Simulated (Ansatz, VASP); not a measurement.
**ZnO (zincite): VASP beside Ansatz**

```xyz
4
Lattice="3.2493 0.0000 0.0000 -1.6247 2.8140 0.0000 0.0000 0.0000 5.2057" Properties=species:S:1:pos:R:3 pbc="T T T"
Zn    1.6247    0.9380    0.0000
Zn    0.0000    1.8760    2.6029
O     0.0000    1.8760    4.5759
O     1.6247    0.9380    1.9730
```

Alike in both runs: task Born charges and dielectric tensor; functional LDA; k mesh 9 × 9 × 5; no spin polarisation.

```csv
,VASP,Ansatz
version,VASP 6.6.1,Ansatz 0.2.0
potentials or method,"VASP PAW LDA potentials, release 64 (Zn, O)",Ansatz PAW
plane-wave cutoff (eV),520,420
occupations,"fermi-dirac, width 0.05 eV",fixed
valence electrons in the cell,36,36
```

VASP gave:

| Item | Value |
| --- | --- |
| gap on the k mesh at the Fermi level (eV) | 0.74 |
| least direct gap on the mesh (eV) | 0.74 |
| mean electronic dielectric constant | 6.16 |
| mean Born charge of the atom that differs most (e) | 2.14 |

**Question.** What did Ansatz give for the same quantities?

**Answer.** gap on the k mesh at the Fermi level (eV): 0.74; least direct gap on the mesh (eV): 0.74; mean electronic dielectric constant: 5.26; mean Born charge of the atom that differs most (e): 2.13.

Caveats: odd divisions of the mesh miss points on the zone boundary, where band edges often lie, so the gap on the mesh can be too wide (Ansatz). LDA gaps usually lie below the measured ones, often by a third to a half.
